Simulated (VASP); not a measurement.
## Ba: hyperfine couplings with PBEsol+D3(BJ)

Crystal: Ba.

```
CELL_PARAMETERS angstrom
-2.50650 2.50650 2.50650
2.50650 -2.50650 2.50650
2.50650 2.50650 -2.50650
ATOMIC_POSITIONS crystal
Ba 0.00000 0.00000 0.00000
```

```yaml
Program: VASP 6.6.1
Task: hyperfine couplings
Functional: PBEsol
Dispersion: D3(BJ)
Potentials_or_basis: VASP PAW PBE potentials, release 64 (Ba_sv_GW)
Cutoff: 550 eV
k_mesh: 8 × 8 × 8
Occupations: fermi-dirac, width 0.05 eV
Spin: collinear spin, ferromagnetic start
Starting_moments: "[0.5] μB"
Fixed_moment: 2 μB
Further_INCAR_settings: ALGO = Normal; EDIFF = 1e-06
```

```yaml
Pressure: -1.3 GPa
Net_moment: 2.00 μB per cell
Site_moments: Ba +0.24 μB
Valence_electrons_inside_the_program's_atomic_spheres: Ba 6.46
Dispersion_energy_per_atom: -0.251 eV
```

Hyperfine coupling, principal values (MHz):
```
atom               values
1 Ba  184.8, 184.8, 184.8
```

Wall time 41 s on 1 thread of Intel(R) Xeon(R) 6975P-C (Granite Rapids) (shared host), peak memory 0.26 GiB.

Caveat: the moment is held away from its start; the PAW data sets were made with another functional, which shifts forces and pressure a little; the total moment is fixed, so each spin has its own Fermi level. The run has no spin-orbit coupling, so splittings on Ba are missing.
